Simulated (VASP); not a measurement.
Wanted: the native input for a VASP 6.6.1 run.

| Quantity | Value |
| --- | --- |
| Task | relaxation of the atoms |
| Functional | r2SCAN |
| Potentials or basis | VASP PAW PBE potentials, release 64 (Ga_d, Sb) |
| Cutoff | 600 eV |
| k mesh | 10 × 10 × 10 |
| Occupations | gaussian, width 0.03 eV |
| Spin | no spin polarisation |
| Further INCAR settings | ALGO = Normal; EDIFF = 1e-07; IBRION = 2; EDIFFG = -0.01; NSW = 40 |

The structure of GaSb lies in POSCAR:

```
GaSb                                    
1.0
    0.0000000000      3.1271863939      3.1271863939
    3.1271863939      0.0000000000      3.1271863939
    3.1271863939      3.1271863939      0.0000000000
  Ga              Sb            
     1     1
Direct
     0.0000000000000000    0.0000000000000000    0.0000000000000000
     0.2500000000000000    0.2500000000000000    0.2500000000000000
```

The cell isn't the ideal one: a relaxed cell with its volume scaled by 1.06.

One way to write it, as run:

INCAR

```
SYSTEM = GaSb
PREC = Accurate
ENCUT = 600
EDIFF = 1E-7
ISMEAR = 0
SIGMA = 0.03
LREAL = .False.
LASPH = .True.
NELM = 80
ALGO = Normal
ISIF = 2
LWAVE = .False.
LCHARG = .False.
METAGGA = R2SCAN
LMIXTAU = .True.
IBRION = 2
NSW = 40
EDIFFG = -0.01
```

KPOINTS

```
Automatic mesh
0
Gamma
  10 10 10
  0 0 0
```

Potentials or basis: VASP PAW PBE potentials, release 64 (Ga_d, Sb).

The run is started by

```sh
$ cat potpaw_PBE.64/Ga_d/POTCAR potpaw_PBE.64/Sb/POTCAR > POTCAR
$ mpirun -np 1 vasp_std > vasp.out
```

It gave:

- Pressure after relaxing: -2.7 GPa
- Band gap on the k mesh: none (metal or under the smearing width)

Caveat: the relaxation stopped at its first step, so nothing moved; the PAW data sets were made with another functional, which shifts forces and pressure a little.

Wall time 120 s on 1 thread of Intel(R) Xeon(R) 6975P-C (Granite Rapids) (shared host), peak memory 0.25 GiB.
